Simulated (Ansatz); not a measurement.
**CaO (rocksalt): how the settings move a single-point run**

Question: which choices in the input matter for CaO (rocksalt)?

Program: Ansatz 0.2.0. Level of theory: reference: DFT PBE, spin-orbit coupling, plane waves, PAW. These are calculated values, not measurements.

2 further runs of the same task are left out: 1 that didn't finish, 1 set aside as unsound or not needed. Runs told in other sessions of the task aren't counted.

### Step 1. The system as given

Symmetry: Fm-3m, No. 225, cubic system. Conventional cell: a = 4.831 Å, b = 4.831 Å, c = 4.831 Å, α = 90.00°, β = 90.00°, γ = 90.00°. Around Ca (site symmetry m-3m) lie 6 O at 2.42 Å. O (site symmetry m-3m) is surrounded by 6 Ca at 2.42 Å.

Structure file:

```
CELL_PARAMETERS angstrom
0.00000 2.41542 2.41542
2.41542 0.00000 2.41542
2.41542 2.41542 0.00000
ATOMIC_POSITIONS crystal
Ca 0.50000 0.50000 0.50000
O 0.00000 0.00000 0.00000
```

### Step 2. Baseline

input.yaml

```yaml
crystal:
  lattice:
    - [0.0, 2.4154219976, 2.4154219976]
    - [2.4154219976, 0.0, 2.4154219976]
    - [2.4154219976, 2.4154219976, 0.0]
  atoms:
    - { symbol: Ca, position: [0.5, 0.5, 0.5] }
    - { symbol: O, position: [0.0, 0.0, 0.0] }
basis:
  ecutwfc: 420
  ecutrho_ratio: 4
kpoints:
  mp_grid: { grid: [8, 8, 8] }
hamiltonian:
  xc: pbe
scf:
  occupations: { method: gaussian, width: 0.05 }
output:
  forces: true
  stress: true
  eigenvalues: true
  populations: true
magnetization:
  noncollinear: true
  spin_orbit: true
```

Command:

```bash
ansatz run input.yaml --threads 4 --pin off --max-ram 7168MiB --backend cpu --events-out ev --progress --plain --runs-dir out
```

### Step 3. Changed: accuracy low

Edit input.yaml of step 2 so:

```diff
@@ -20,4 +20,2 @@
   stress: true
-  eigenvalues: true
-  populations: true
 magnetization:
@@ -25 +23,2 @@
   spin_orbit: true
+accuracy: low
```

### Step 4. Changed: n_extra_bands 4

Edit input.yaml of step 2 so:

```diff
@@ -17,2 +17,3 @@
   occupations: { method: gaussian, width: 0.05 }
+  n_extra_bands: 4
 output:
@@ -20,4 +21,2 @@
   stress: true
-  eigenvalues: true
-  populations: true
 magnetization:
```

### Step 5. Variant: mixing.algorithm anderson, mixing.beta 0.1, mixing.ndim 2, n_extra_bands 4

Edit input.yaml of step 2 so:

```diff
@@ -17,2 +17,4 @@
   occupations: { method: gaussian, width: 0.05 }
+  mixing: { algorithm: anderson, beta: 0.1, ndim: 2 }
+  n_extra_bands: 4
 output:
@@ -20,4 +22,2 @@
   stress: true
-  eigenvalues: true
-  populations: true
 magnetization:
```

### Step 6. Variant: ecutrho_ratio 9, preconditioner local_kerker, dr2_threshold 1.0e-05

Edit input.yaml of step 2 so:

```diff
@@ -10,3 +10,3 @@
   ecutwfc: 420
-  ecutrho_ratio: 4
+  ecutrho_ratio: 9
 kpoints:
@@ -17,2 +17,4 @@
   occupations: { method: gaussian, width: 0.05 }
+  mixing: { preconditioner: local_kerker }
+  convergence: { dr2_threshold: 1.0e-05 }
 output:
@@ -20,4 +22,6 @@
   stress: true
-  eigenvalues: true
-  populations: true
+  write_density: true
+  write_potential: true
+  elf: true
+  volumetric_format: npy
 magnetization:
```

### Step 7. Changed: scf.algorithm direct_min

Edit input.yaml of step 2 so:

```diff
@@ -17,2 +17,3 @@
   occupations: { method: gaussian, width: 0.05 }
+  algorithm: direct_min
 output:
@@ -20,4 +21,2 @@
   stress: true
-  eigenvalues: true
-  populations: true
 magnetization:
```

Q: Predict the outcome of this session. Wanted: for each run, ending; energy change; pressure; gap; force.

As calculated:

| run | ending | energy change | pressure (GPa) | gap (eV) | force (eV/Å) | cycles | time |
| --- | --- | --- | --- | --- | --- | --- | --- |
| reference | converged | 0 | 0.0 | 3.64 | 0.00 | 8 | 1.2 s |
| 1: accuracy low | converged | 0.0 meV/atom | 0.0 | 3.64 | 0.00 | 8 | 0.74 s |
| 2: n_extra_bands 4 | converged | 0.0 meV/atom | 0.0 | 3.64 | 0.00 | 8 | 0.73 s |
| 3: mixing.algorithm anderson, mixing.beta 0.1, mixing.ndim 2, n_extra_bands 4 | converged | 0.0 meV/atom | 0.0 | 3.64 | 0.00 | 51 | 2.3 s |
| 4: ecutrho_ratio 9, preconditioner local_kerker, dr2_threshold 1.0e-05 | converged | 0.0 meV/atom | 0.0 | 3.64 | 0.00 | 6 | 1.8 s |
| 5: scf.algorithm direct_min | converged | 0.0 meV/atom | 0.0 | 3.64 | 0.00 | 8 | 3.4 s |

Times don't compare one to one where runs were asked for different outputs or read a saved state (see the inputs); cycles may leave out searches for a lower state.

Residual by cycle in the longest SCF loop of each run; runs are numbered as in the table. The quantity is the density residual dr2, in eV.

```
cycle  reference   run 1   run 2   run 3   run 4   run 5
    1       2.67    2.67    2.67    2.67    2.66    2.68
    6     3.1e-6  3.1e-6  3.3e-6  0.0445  2.2e-6  1.8e-7
   10          -       -       -  0.0072       -       -
   15          -       -       -  0.0011       -       -
   19          -       -       -  3.2e-4       -       -
   24          -       -       -  7.7e-5       -       -
   28          -       -       -  2.9e-5       -       -
   33          -       -       -  7.6e-6       -       -
   37          -       -       -  2.8e-6       -       -
   42          -       -       -  8.4e-7       -       -
   46          -       -       -  3.3e-7       -       -
   51          -       -       -  9.2e-8       -       -
```

What this shows: Of the converged runs whose energies compare with the reference's, none moves it noticeably.

These are semilocal Kohn-Sham gaps, which aren't the measured quantity. Such gaps usually fall short of the measured ones.
